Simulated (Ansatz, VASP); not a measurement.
**One calculation of CuI, two programs**

```
CELL_PARAMETERS angstrom
0.00000 2.86209 2.86209
2.86209 0.00000 2.86209
2.86209 2.86209 0.00000
ATOMIC_POSITIONS crystal
Cu 0.00000 0.00000 0.00000
I 0.50000 0.50000 0.50000
```

Measurements of this composition are mostly on another form, of space group No. 216.

Alike in both runs: task single point; functional PBE; k mesh 4 × 4 × 4; occupations gaussian, width 0.1 eV; collinear spin.

```csv
,VASP,Ansatz
version,VASP 6.6.1,Ansatz 0.2.0
potentials or method,"VASP PAW PBE potentials, release 64 (Cu, I)","scalar-relativistic, plane waves, PAW"
plane-wave cutoff (eV),520,420
valence electrons in the cell,18,36
```

```tsv
	VASP	Ansatz	Ansatz less VASP
gap on the k mesh at the Fermi level (eV)	none	none	-
pressure (GPa)	0.5	0.5	+0.03
net moment per atom (μB)	0.00	0.00	0.000
```

A gap of «none» marks a metal or a gap that the smearing closes. The two sets of potentials don't hold the same shells in valence. Ansatz warned: «seeded_moment_not_kept».

Caveats: the k mesh is coarse (spacing up to 0.48 Å⁻¹), so the values aren't converged; semilocal functionals often make such compounds metallic where correlation or magnetic order opens a gap, which also shifts bond lengths. Spin-orbit coupling is left out, which matters for the levels of I.
